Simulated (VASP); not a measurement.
Here is a VASP 6.6.1 calculation.

run.py

```python
from ase import Atoms
from ase.calculators.vasp import Vasp
from ase.dft.bandgap import bandgap

atoms = Atoms(
    ['C', 'C'],
    cell=[[0.0, 1.78337, 1.78337], [1.78337, 0.0, 1.78337], [1.78337, 1.78337, 0.0]],
    scaled_positions=[[0.75, 0.75, 0.75], [0.5, 0.5, 0.5]],
    pbc=True,
)
calc = Vasp(
    directory='calc',
    xc='pbe',
    pp='PBE',
    setups='minimal',
    prec='Accurate',
    encut=500,
    ediff=1e-07,
    ismear=0,
    sigma=0.05,
    lreal=False,
    lasph=True,
    nelm=80,
    algo='Normal',
    isif=2,
    lwave=False,
    lcharg=False,
    kpts=[13, 13, 13],
    gamma=True,
    nbands=11,
)
atoms.calc = calc

print('energy (eV):', atoms.get_potential_energy())
print('free energy (eV):', atoms.get_potential_energy(force_consistent=True))
print('forces (eV/A):')
print(atoms.get_forces())
print('stress (eV/A^3, Voigt):', atoms.get_stress())
print('Fermi level (eV):', calc.get_fermi_level())
gap, top, bottom = bandgap(calc)
print('band gap (eV):', gap, 'from (spin, k, band)', top, 'to', bottom)
```

Potentials or basis: VASP PAW PBE potentials, release 64 (C).

Run with:

```bash
$ python run.py
```

(1) What does it give for the band gap on the k mesh?

(2) Estimate the pressure.

## Answers

(1) 4.14 eV, indirect (least direct gap 5.59 eV).

(2) 2.5 GPa.

Caveat: an odd mesh through Γ misses points on the zone boundary, where band edges often lie.
